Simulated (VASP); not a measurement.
**Ag: relaxation of cell and atoms with PBEsol**

The system is Ag.

```
CELL_PARAMETERS angstrom
0.00000 2.02576 2.02576
2.02576 0.00000 2.02576
2.02576 2.02576 0.00000
ATOMIC_POSITIONS crystal
Ag 0.00000 0.00000 0.00000
```

```yaml
Program: VASP 6.6.1
Task: relaxation of cell and atoms
Functional: PBEsol
Potentials_or_basis: VASP PAW PBE potentials, release 64 (Ag)
Cutoff: 600 eV
k_mesh: 16 × 16 × 16
Occupations: methfessel-paxton, width 0.1 eV
Spin: no spin polarisation
Further_INCAR_settings: ALGO = Normal; EDIFF = 1e-07; IBRION = 2; EDIFFG = -0.005; NSW = 90; ISIF = 3
```

```json
{
 "Pressure after relaxing": "0.0 GPa",
 "Band gap on the k mesh": "none (metal or under the smearing width)"
}
```

Final structure:
```cif
data_structure
_symmetry_space_group_name_H-M 'P 1'
_symmetry_Int_Tables_number 1
_cell_length_a 2.8649
_cell_length_b 2.8649
_cell_length_c 2.8649
_cell_angle_alpha 60.000
_cell_angle_beta 60.000
_cell_angle_gamma 60.000
_cell_volume 16.63
loop_
_atom_site_label
_atom_site_type_symbol
_atom_site_fract_x
_atom_site_fract_y
_atom_site_fract_z
_atom_site_occupancy
Ag1 Ag 0.00000 0.00000 0.00000 1
```

Levels at points of the mesh, in eV from the Fermi level:
```
           k point  band 4  band 5  band 6  band 7  band 8  band 9
(0.00, 0.00, 0.00)   -4.80   -3.70   -3.70   16.10   19.82   19.82
(0.50, 0.00, 0.00)   -2.87   -2.87   -0.46    3.79   15.34   18.14
(0.50, 0.50, 0.00)   -2.65   -2.65    1.58    6.98   10.79   10.79
```

It took 9.5 s on 1 thread of Intel(R) Xeon(R) 6975P-C (Granite Rapids) (shared host), peak memory 0.16 GiB.

Caveat: the relaxation stopped at its first step, so nothing moved; the PAW data sets were made with another functional, which shifts forces and pressure a little.
